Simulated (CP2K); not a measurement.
Runs of CP2K 2026.2 on C. Symmetry: Fd-3m, No. 227, cubic system. The conventional cell has a = 3.567 Å, b = 3.567 Å, c = 3.567 Å, α = 90.00°, β = 90.00°, γ = 90.00°. C (site symmetry -43m) is surrounded by 4 C at 1.54 Å. This isn't the form of C at room conditions, which is graphite.

```tsv
task	potentials or basis	cell	quickstep method	basis sets	potentials	points a segment of the path (NPOINTS)	bands added on the path	gap on the mesh (eV)	pressure (GPa)	largest force (eV/Å)
band structure	POTENTIAL_UZH C GTH-PBE0-q4; DZVP-MOLOPT-SR-GTH basis	as given	GPW	C DZVP-MOLOPT-SR-GTH-q4	C GTH-PBE0-q4 of POTENTIAL_UZH	6	4	(b)	(a)	-
single point	POTENTIAL_UZH C GTH-PBE-q4; TZVP-MOLOPT-PBE-GTH basis	atoms moved at random, drawn with an rms of 0.05 Å	GAPW_XC	C TZVP-MOLOPT-PBE-GTH-q4	C GTH-PBE-q4 of POTENTIAL_UZH	-	-	3.95	4.5	1.68
band structure	GTH_POTENTIALS C GTH-PBE-q4; DZVP-MOLOPT-SR-GTH basis	as given	GPW	C DZVP-MOLOPT-SR-GTH-q4	C GTH-PBE-q4 of GTH_POTENTIALS	6	4	4.29	(c)	-
band structure	GTH_POTENTIALS C GTH-BLYP-q4; DZVP-MOLOPT-SR-GTH basis	as given	GPW	C DZVP-MOLOPT-SR-GTH-q4	C GTH-BLYP-q4 of GTH_POTENTIALS	6	4	4.34	1.8	-
single point	POTENTIAL_UZH C GTH-PBE-q4; TZVP-MOLOPT-PBE-GTH basis	atoms moved at random, drawn with an rms of 0.05 Å	GPW	C TZVP-MOLOPT-PBE-GTH-q4	C GTH-PBE-q4 of POTENTIAL_UZH	-	-	3.95	4.5	1.68
single point	POTENTIAL_UZH C GTH-PBE-q4; TZVP-MOLOPT-PBE-GTH basis	atoms moved at random, drawn with an rms of 0.05 Å	GAPW	C TZVP-MOLOPT-PBE-GTH-q4	C GTH-PBE-q4 of POTENTIAL_UZH	-	-	3.95	4.4	1.68
band structure	POTENTIAL_UZH C GTH-SCAN-q4; DZVP-MOLOPT-SR-GTH basis	as given	GPW	C DZVP-MOLOPT-SR-GTH-q4	C GTH-SCAN-q4 of POTENTIAL_UZH	6	4	4.42	-0.3	-
band structure	GTH_POTENTIALS C GTH-PADE-q4; DZVP-MOLOPT-SR-GTH basis	as given	GPW	C DZVP-MOLOPT-SR-GTH-q4	C GTH-PADE-q4 of GTH_POTENTIALS	6	4	4.47	-8.6	-
```

Alike in all rows: level PBE; no spin polarisation; k mesh 13 × 13 × 13; smearing fermi-dirac 0.05 eV.

Problem. Estimate the missing entries.

Solution. (a) 2.7; (b) 4.26; (c) 3.0.

Caveats: the basis of atomic orbitals isn't converged, which shifts pressures, moduli and gaps; an odd mesh through Γ misses points on the zone boundary, where band edges often lie (some runs); the potentials were made for another functional, which shifts forces and pressure (some runs).
